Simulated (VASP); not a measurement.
**Al2O3 (Corundum): the relaxed cell at several levels of theory**

How much does the relaxed cell of Al2O3 (Corundum) depend on the functional? The starting structure is a measured crystal structure from the Crystallography Open Database. The first relaxation on each setting starts from this cell expanded by 3 % in volume.

Program: VASP 6.6.1. Level of theory: Kohn-Sham DFT with plane waves and PAW; PBEsol, LDA, PBE, PBEsol + D3(BJ), r2SCAN, r2SCAN + rVV10, vdW-DF-cx and BLYP. Results are calculated unless marked as measured.

### 1. The structure

It takes space group R-3c (No. 167, trigonal). Conventional cell: a = 4.759 Å, b = 4.759 Å, c = 12.996 Å, α = 90.00°, β = 90.00°, γ = 120.00°. Al has 6 O at 1.88 to 1.93 Å nearest. O has 4 Al at 1.88 to 1.93 Å nearest. Farther neighbours and most contacts between anions are not listed.

Structure file:

```cif
data_structure
_symmetry_space_group_name_H-M 'P 1'
_symmetry_Int_Tables_number 1
_cell_length_a 5.1300
_cell_length_b 5.1300
_cell_length_c 5.1300
_cell_angle_alpha 55.270
_cell_angle_beta 55.270
_cell_angle_gamma 55.270
_cell_volume 84.97
loop_
_atom_site_label
_atom_site_type_symbol
_atom_site_fract_x
_atom_site_fract_y
_atom_site_fract_z
_atom_site_occupancy
Al1 Al 0.15000 0.15000 0.15000 1
Al2 Al 0.35000 0.35000 0.35000 1
Al3 Al 0.85000 0.85000 0.85000 1
Al4 Al 0.65000 0.65000 0.65000 1
O5 O 0.95000 0.25000 0.55000 1
O6 O 0.55000 0.95000 0.25000 1
O7 O 0.25000 0.55000 0.95000 1
O8 O 0.05000 0.75000 0.45000 1
O9 O 0.45000 0.05000 0.75000 1
O10 O 0.75000 0.45000 0.05000 1
```

### 2. Relaxation with PBEsol

PBEsol restores the gradient expansion of exchange and is tuned for the cells of solids. This run starts from the cell of an earlier relaxation, which isn't shown; the restart sets up the plane waves anew.

Contents of INCAR:

```
SYSTEM = Al2O3
PREC = Accurate
ENCUT = 520
EDIFF = 1E-06
NELM = 100
ISMEAR = 0
SIGMA = 0.03
LREAL = .FALSE.
ALGO = Normal
GGA = PS
NBANDS = 34
LORBIT = 11
LWAVE = .FALSE.
LCHARG = .FALSE.
KPAR = 16
IBRION = 2
NSW = 50
ISIF = 3
EDIFFG = -0.006
```

Contents of POSCAR:

```
Al2O3
1.0
    2.3874690102      1.3784058758      4.3378936979
   -2.3874690102      1.3784058758      4.3378936979
    0.0000000000     -2.7568117514      4.3378936979
Al O
4 6
Direct
    0.1479092225      0.1479092225      0.1479092225
    0.3520907775      0.3520907775      0.3520907775
    0.8520907775      0.8520907775      0.8520907775
    0.6479092225      0.6479092225      0.6479092225
    0.9442101017      0.2500000000      0.5557898983
    0.5557898983      0.9442101017      0.2500000000
    0.2500000000      0.5557898983      0.9442101017
    0.0557898983      0.7500000000      0.4442101017
    0.4442101017      0.0557898983      0.7500000000
    0.7500000000      0.4442101017      0.0557898983
```

Contents of KPOINTS:

```
Automatic mesh
0
Gamma
6 6 6
0 0 0
```

Potentials, in the order of the species: Al and O (PBE family, release 64).

Run with:

```console
> mpirun -np 16 vasp_std
```

Output:

```text
[banner, memory and clock lines left out]
running   16 mpi-ranks, on    1 nodes
 distrk:  each k-point on    1 cores,   16 groups
 distr:  one band on    1 cores,    1 groups

 POSCAR found type information on POSCAR AlO
 POSCAR found :  2 types and      10 ions
|                                                                             |
|           W    W    AA    RRRRR   N    N  II  N    N   GGGG   !!!           |
|           W    W   A  A   R    R  NN   N  II  NN   N  G    G  !!!           |
|           W    W  A    A  R    R  N N  N  II  N N  N  G       !!!           |
|           W WW W  AAAAAA  RRRRR   N  N N  II  N  N N  G  GGG   !            |
|           WW  WW  A    A  R   R   N   NN  II  N   NN  G    G                |
|           W    W  A    A  R    R  N    N  II  N    N   GGGG   !!!           |
|                                                                             |
|     For optimal performance we recommend to set                             |
|       NCORE = 2 up to number-of-cores-per-socket                            |
|     NCORE specifies how many cores store one orbital (NPAR=cpu/NCORE).      |
|     This setting can greatly improve the performance of VASP for DFT.       |
|     The default, NCORE=1 might be grossly inefficient on modern             |
|     multi-core architectures or massively parallel machines. Do your        |
|     Unfortunately you need to use the default for GW and RPA                |
|     calculations (for HF NCORE is supported but not extensively tested      |
|     yet).                                                                   |
|                                                                             |

|                                                                             |
|               ----> ADVICE to this user running VASP <----                  |
|                                                                             |
|     You enforced a specific xc type in the INCAR file but a different       |
|     [... a line on the potential file left out ...]
|     I HOPE YOU KNOW WHAT YOU ARE DOING!                                     |
|                                                                             |

 LDA part: xc-table for (Slater+PW92), standard interpolation
 POSCAR, INCAR and KPOINTS ok, starting setup
 FFT: planning ... GRIDC
 FFT: planning ... GRID_SOFT
 FFT: planning ... GRID
 WAVECAR not read
 entering main loop
       N       E                     dE             d eps       ncg     rms          rms(c)
DAV:   1     0.225298195928E+03    0.22530E+03   -0.25522E+04  2184   0.135E+03
DAV:   2    -0.730659386161E+02   -0.29836E+03   -0.28673E+03  2826   0.290E+02
DAV:   3    -0.858051602696E+02   -0.12739E+02   -0.12693E+02  2790   0.615E+01
DAV:   4    -0.859050819182E+02   -0.99922E-01   -0.99862E-01  2688   0.629E+00
DAV:   5    -0.859062743522E+02   -0.11924E-02   -0.11922E-02  2756   0.685E-01    0.165E+01
DAV:   6    -0.787301730715E+02    0.71761E+01   -0.25945E+01  2650   0.270E+01    0.599E+00
DAV:   7    -0.786937731932E+02    0.36400E-01   -0.76311E-01  2616   0.430E+00    0.322E+00
DAV:   8    -0.786643055451E+02    0.29468E-01   -0.76137E-02  2650   0.216E+00    0.625E-01
DAV:   9    -0.786634231136E+02    0.88243E-03   -0.17365E-02  2776   0.688E-01    0.321E-01
DAV:  10    -0.786636986925E+02   -0.27558E-03   -0.49221E-04  2516   0.136E-01    0.680E-02
DAV:  11    -0.786636674117E+02    0.31281E-04   -0.25658E-04  2686   0.903E-02    0.250E-02
DAV:  12    -0.786636687280E+02   -0.13163E-05   -0.11882E-05  2638   0.213E-02    0.616E-03
DAV:  13    -0.786636679325E+02    0.79551E-06   -0.34727E-06  2428   0.103E-02
   1 F= -.78663668E+02 E0= -.78663668E+02  d E =-.786637E+02
 curvature:   0.00 expect dE= 0.000E+00 dE for cont linesearch  0.000E+00
 trial: gam= 0.00000 g(F)=  0.352E-06 g(S)=  0.409E-05 ort = 0.000E+00 (trialstep = 0.100E+01)
 search vector abs. value=  0.445E-05
 reached required accuracy - stopping structural energy minimisation
```

Run time: 17 s. Hardware: 16 MPI ranks of AMD EPYC 7R43, shared host; peak memory 4.1 GiB.

The logs omit lines about the potential files and the build; timing stands in the text.

From OUTCAR (step 2):

```text
ion  position               nearest neighbor table
   1  0.148  0.148  0.148-  10 1.86   9 1.86   8 1.86   5 1.97   6 1.97   7 1.97   2 2.66   3 2.80
                             3 2.80   3 2.80   2 3.23   2 3.23   2 3.23
   2  0.352  0.352  0.352-   8 1.86   9 1.86  10 1.86   7 1.97   6 1.97   5 1.97   1 2.66   4 2.80
                             4 2.80   4 2.80   1 3.23   1 3.23   1 3.23
   3  0.852  0.852  0.852-   7 1.86   6 1.86   5 1.86   8 1.97   9 1.97  10 1.97   4 2.66   1 2.80
                             1 2.80   1 2.80   4 3.23   4 3.23   4 3.23
   4  0.648  0.648  0.648-   5 1.86   6 1.86   7 1.86  10 1.97   9 1.97   8 1.97   3 2.66   2 2.80
                             2 2.80   2 2.80   3 3.23   3 3.23   3 3.23
   5  0.944  0.250  0.556-   4 1.86   3 1.86   1 1.97   2 1.97
   6  0.556  0.944  0.250-   3 1.86   4 1.86   1 1.97   2 1.97
   7  0.250  0.556  0.944-   3 1.86   4 1.86   2 1.97   1 1.97
   8  0.056  0.750  0.444-   2 1.86   1 1.86   3 1.97   4 1.97
   9  0.444  0.056  0.750-   1 1.86   2 1.86   3 1.97   4 1.97
  10  0.750  0.444  0.056-   1 1.86   2 1.86   4 1.97   3 1.97

  LATTYP: Found a trigonal (rhomboedric) cell.
 ALAT       =     5.1397794473
 COS(alpha) =     0.5684645134

 Subroutine GETGRP returns: Found 12 space group operations
 (whereof  6 operations were pure point group operations)

The static configuration has the point symmetry S_6 .
 The point group associated with its full space group is D_3d.

 Found     32 irreducible k-points:

   k-points           NKPTS =     32   k-points in BZ     NKDIM =     32   number of bands    NBANDS=     34

   dimension x,y,z NGX =    40 NGY =   40 NGZ =   40
   dimension x,y,z NGXF=    80 NGYF=   80 NGZF=   80

   ENCUT  =  520.0 eV  38.22 Ry    6.18 a.u.   9.56  9.56  9.56*2*pi/ulx,y,z

   NELECT =      48.0000    total number of electrons

 k-points in reciprocal lattice and weights: Automatic mesh
   0.00000000  0.00000000  0.00000000       0.005
   0.16666667  0.00000000 -0.00000000       0.028
   0.33333333  0.00000000  0.00000000       0.028
   0.50000000  0.00000000  0.00000000       0.014
   0.16666667  0.16666667 -0.00000000       0.028
   0.33333333  0.16666667  0.00000000       0.056
   0.50000000  0.16666667 -0.00000000       0.056
  -0.33333333  0.16666667  0.00000000       0.056
  -0.16666667  0.16666667  0.00000000       0.028
[...]
-0.33333333  0.50000000  0.33333333       0.028
   0.50000000  0.50000000  0.50000000       0.005

 average (electrostatic) potential at core
       1 -71.2255       2 -71.2255       3 -71.2255       4 -71.2255       5 -67.1011
       6 -67.1011       7 -67.1011       8 -67.1011       9 -67.1011      10 -67.1011

 E-fermi :   6.1011

 k-point     1 :       0.0000    0.0000    0.0000
  band No.  band energies     occupation
    ...
     20       5.4512      2.00000
     21       5.4512      2.00000
     22       5.9074      2.00000
     23       5.9074      2.00000
     24       5.9476      2.00000
     25      11.9801      0.00000
     26      14.8474      0.00000
     27      16.5345      0.00000
     28      17.2882      0.00000
     29      17.2882      0.00000
    ...

 k-point     2 :       0.1667    0.0000   -0.0000
  band No.  band energies     occupation
    ...
     20       5.0694      2.00000
     21       5.2588      2.00000
     22       5.6021      2.00000
     23       5.8686      2.00000
     24       5.8992      2.00000
     25      12.6152      0.00000
     26      15.3576      0.00000
     27      16.0964      0.00000
     28      16.9120      0.00000
     29      17.0130      0.00000
    ...

 k-point     3 :       0.3333    0.0000    0.0000
  band No.  band energies     occupation
    ...
     20       4.5957      2.00000
     21       5.0976      2.00000
     22       5.4028      2.00000
     23       5.7219      2.00000
     24       5.7656      2.00000
     25      13.9276      0.00000
     26      15.5719      0.00000
     27      15.8802      0.00000
     28      16.2764      0.00000
     29      16.6318      0.00000
    ...

  Total       -0.0191097     -0.0191097     -0.0108796      0.0000000     -0.0000000      0.0000000
  in kB       -0.3574529     -0.3574529     -0.2035070      0.0000000     -0.0000000      0.0000000
  external PRESSURE =      -0.3061376 kB  Pullay stress =       0.0000000 kB

  energy-cutoff  :      520.00
  volume of cell :       85.65
      direct lattice vectors                 reciprocal lattice vectors
     2.387469010  1.378405876  4.337893698     0.209426802  0.120912621  0.076842209
    -2.387469010  1.378405876  4.337893698    -0.209426802  0.120912621  0.076842209
     0.000000000 -2.756811751  4.337893698     0.000000000 -0.241825241  0.076842209

 POSITION                                       TOTAL-FORCE (eV/Angst)
 -----------------------------------------------------------------------------------
      0.00000      0.00000      1.92484        -0.000000     -0.000000     -0.000308
      0.00000      0.00000      4.58200        -0.000000      0.000000      0.000308
      0.00000      0.00000     11.08884        -0.000000      0.000000      0.000308
      0.00000      0.00000      8.43168        -0.000000     -0.000000     -0.000308
      1.65741      0.11390      7.59131        -0.000537     -0.000929     -0.000000
     -0.92734      1.37841      7.59131         0.001073      0.000000      0.000000
     -0.73006     -1.49230      7.59131        -0.000537      0.000929     -0.000000
     -1.65741     -0.11390      5.42237         0.000537      0.000929     -0.000000
      0.92734     -1.37841      5.42237        -0.001073      0.000000     -0.000000
      0.73006      1.49230      5.42237         0.000537     -0.000929     -0.000000
 -----------------------------------------------------------------------------------
    total drift:                                0.000000      0.000000      0.000000

  FREE ENERGIE OF THE ION-ELECTRON SYSTEM (eV)
  ---------------------------------------------------
  free  energy   TOTEN  =       -78.6636679325 eV

  energy  without entropy=      -78.6636679325  energy(sigma->0) =      -78.66366793

 reached required accuracy - stopping structural energy minimisation

 total charge
# of ion       s       p       d       tot
------------------------------------------
    1        0.312   0.402   0.000   0.714
    2        0.312   0.402   0.000   0.714
    3        0.312   0.402   0.000   0.714
    4        0.312   0.402   0.000   0.714
    5        1.542   3.621   0.000   5.164
    6        1.542   3.621   0.000   5.164
    7        1.542   3.621   0.000   5.164
    8        1.542   3.621   0.000   5.164
    9        1.542   3.621   0.000   5.164
   10        1.542   3.621   0.000   5.164
--------------------------------------------------
tot         10.503  23.334   0.000  33.837

[... 3 further parts left out ...]
```

The PAW data sets were made with PBE, which is usual practice but a small mismatch for other functionals. The run keeps the 12 symmetry operations of its start, so it cannot find a distortion of lower symmetry.

With PBEsol the relaxed cell holds 8.565 Å³ an atom, +0.81 % against the measured cell, with a = 4.775 Å and c = 13.014 Å.

### 3. Relaxation with LDA

LDA, the lowest rung, knows the local density alone. This run starts from the cell of an earlier relaxation, which isn't shown; the restart sets up the plane waves anew.

Edit INCAR of step 2 so:

```diff
@@ -9,3 +9,3 @@
 ALGO = Normal
-GGA = PS
+GGA = CA
 NBANDS = 34
```

Contents of POSCAR:

```
Al2O3
1.0
    2.3671880440      1.3666966545      4.3000040871
   -2.3671880440      1.3666966545      4.3000040871
    0.0000000000     -2.7333933088      4.3000040871
Al O
4 6
Direct
    0.1479943988      0.1479943988      0.1479943988
    0.3520056012      0.3520056012      0.3520056012
    0.8520056012      0.8520056012      0.8520056012
    0.6479943988      0.6479943988      0.6479943988
    0.9442654099      0.2500000000      0.5557345901
    0.5557345901      0.9442654099      0.2500000000
    0.2500000000      0.5557345901      0.9442654099
    0.0557345901      0.7500000000      0.4442654099
    0.4442654099      0.0557345901      0.7500000000
    0.7500000000      0.4442654099      0.0557345901
```

KPOINTS is that of step 2.

PAW data sets: Al and O (LDA family, release 64).

Run with:

```console
> mpirun -np 16 vasp_std
```

Output:

```text
[banner, memory and clock lines left out]
running   16 mpi-ranks, on    1 nodes
[...]
[... a notice as in an earlier step ...]

 LDA part: xc-table for (Slater(with rela. corr.)+CA(PZ))
 , standard interpolation
 POSCAR, INCAR and KPOINTS ok, starting setup
[...]
entering main loop
       N       E                     dE             d eps       ncg     rms          rms(c)
DAV:   1     0.217669509372E+03    0.21767E+03   -0.25662E+04  2176   0.135E+03
DAV:   2    -0.794679352263E+02   -0.29714E+03   -0.28623E+03  2770   0.291E+02
DAV:   3    -0.914872819521E+02   -0.12019E+02   -0.11977E+02  2798   0.602E+01
DAV:   4    -0.915753908667E+02   -0.88109E-01   -0.88056E-01  2688   0.593E+00
[...]
DAV:  10    -0.831045816981E+02   -0.58135E-04   -0.47382E-04  2602   0.136E-01    0.642E-02
DAV:  11    -0.831045641446E+02    0.17553E-04   -0.12678E-04  2640   0.663E-02    0.261E-02
DAV:  12    -0.831045642713E+02   -0.12663E-06   -0.37754E-06  2634   0.133E-02
   1 F= -.83104564E+02 E0= -.83104564E+02  d E =-.831046E+02
[...]
reached required accuracy - stopping structural energy minimisation
```

The job ended after 14 s (16 MPI ranks; peak memory 3.3 GiB; 3.5 min of CPU time).

From OUTCAR (step 3):

```text
  Total        0.0380274      0.0380274      0.0466240      0.0000000      0.0000000      0.0000000
  in kB        0.7299324      0.7299324      0.8949421      0.0000000      0.0000000      0.0000000
  external PRESSURE =       0.7849356 kB  Pullay stress =       0.0000000 kB

 POSITION                                       TOTAL-FORCE (eV/Angst)
 -----------------------------------------------------------------------------------
      0.00000      0.00000      1.90913         0.000000      0.000000      0.000014
      0.00000      0.00000      4.54088         0.000000     -0.000000     -0.000014
      0.00000      0.00000     10.99088         0.000000     -0.000000     -0.000014
      0.00000      0.00000      8.35914         0.000000      0.000000      0.000014
      1.64346      0.11316      7.52501        -0.001006     -0.001742     -0.000000
     -0.91973      1.36670      7.52501         0.002012     -0.000000     -0.000000
     -0.72373     -1.47985      7.52501        -0.001006      0.001742     -0.000000
     -1.64346     -0.11316      5.37501         0.001006      0.001742     -0.000000
      0.91973     -1.36670      5.37501        -0.002012     -0.000000      0.000000
      0.72373      1.47985      5.37501         0.001006     -0.001742     -0.000000
 -----------------------------------------------------------------------------------
    total drift:                               -0.000000      0.000000      0.000000

  FREE ENERGIE OF THE ION-ELECTRON SYSTEM (eV)
  ---------------------------------------------------
  free  energy   TOTEN  =       -83.1045642713 eV

  energy  without entropy=      -83.1045642713  energy(sigma->0) =      -83.10456427

[... 2 parts as in an earlier step ...]

[... 2 further parts left out ...]
[key lines of the parts left out:]
E-fermi :   6.2193
```

With LDA the relaxed cell holds 8.347 Å³ an atom, -1.77 % against the measured cell, with a = 4.734 Å and c = 12.900 Å. That is -2.55 % from PBEsol.

(Continued in part 2 of 3.)

[Lines on the potential files, build, host, timing and source positions are cut from VASP's logs without a mark.]

[Logs are printed without paths, hosts, clocks, repeated set-up lines and the standing remarks that a program may print on its own settings, such as how far it seeks lower states.]

[Hosts, paths, dates, database ids (printed as entryN), source tags and the programs' standing remarks are cut or masked in the printed files.]
